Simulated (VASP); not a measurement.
## TePb: relaxation of cell and atoms with PBE+rVV10

Crystal: TePb.

```
Pb Te
1.0
     0.00000    3.23100    3.23100
     3.23100    0.00000    3.23100
     3.23100    3.23100    0.00000
Pb Te
1 1
Cartesian
  0.0000 0.0000 0.0000
  3.2310 3.2310 3.2310
```

| Quantity | Value |
| --- | --- |
| Program | VASP 6.6.1 |
| Task | relaxation of cell and atoms |
| Functional | PBE |
| Dispersion | rVV10 |
| Potentials or basis | VASP PAW PBE potentials, release 64 (Pb_d, Te) |
| Cutoff | 600 eV |
| k mesh | 7 × 7 × 7 |
| Occupations | fermi-dirac, width 0.05 eV |
| Spin | no spin polarisation |
| Further INCAR settings | ALGO = Fast; EDIFF = 1e-07; IBRION = 2; EDIFFG = -0.01; NSW = 60; ISIF = 3 |

```yaml
Relaxed_volume: 34.61 Å³/atom
Relaxed_cell: a = 4.609 Å, b = 4.609 Å, c = 4.609 Å, α = 60.00°, β = 60.00°, γ = 60.00°
Space_group_after_relaxing_to_0.05_Å: Fm-3m (No. 225)
Energy_gained_by_relaxing: 3.1 meV/atom
Ionic_steps: 3
Pressure_after_relaxing: 0.0 GPa
```

Step by step:
| step | energy change (eV) | largest force (eV/Å) | pressure (GPa) | volume (Å³) |
| --- | --- | --- | --- | --- |
| 1 | 0.0000 | 0.0000 | 1.16 | 67.46 |
| 2 | -0.0054 | 0.0000 | -0.38 | 69.87 |
| 3 | -0.0062 | 0.0000 | 0.00 | 69.22 |

Final structure:
```cif
data_structure
_symmetry_space_group_name_H-M 'P 1'
_symmetry_Int_Tables_number 1
_cell_length_a 4.6087
_cell_length_b 4.6087
_cell_length_c 4.6087
_cell_angle_alpha 60.000
_cell_angle_beta 60.000
_cell_angle_gamma 60.000
_cell_volume 69.22
loop_
_atom_site_label
_atom_site_type_symbol
_atom_site_fract_x
_atom_site_fract_y
_atom_site_fract_z
_atom_site_occupancy
Pb1 Pb 0.00000 0.00000 0.00000 1
Te1 Te 0.50000 0.50000 0.50000 1
```

Levels at points of the mesh, in eV from the Fermi level:
```csv
k point,band 7,band 8,band 9,band 10,band 11,band 12,band 13,band 14
"(0.00, 0.00, 0.00)",-6.05,-1.66,-1.66,-1.66,3.63,3.63,3.63,5.40
```

Wall time 6.7 min on 1 thread of Intel(R) Xeon(R) Platinum 8375C CPU @ 2.90GHz (Ice Lake), with other jobs on the host, peak memory 0.47 GiB.

Caveat: this odd mesh misses L, where the gap lies, so gap, dielectric constants and Born charges aren't listed. Zero-point motion and thermal expansion aren't in these numbers.
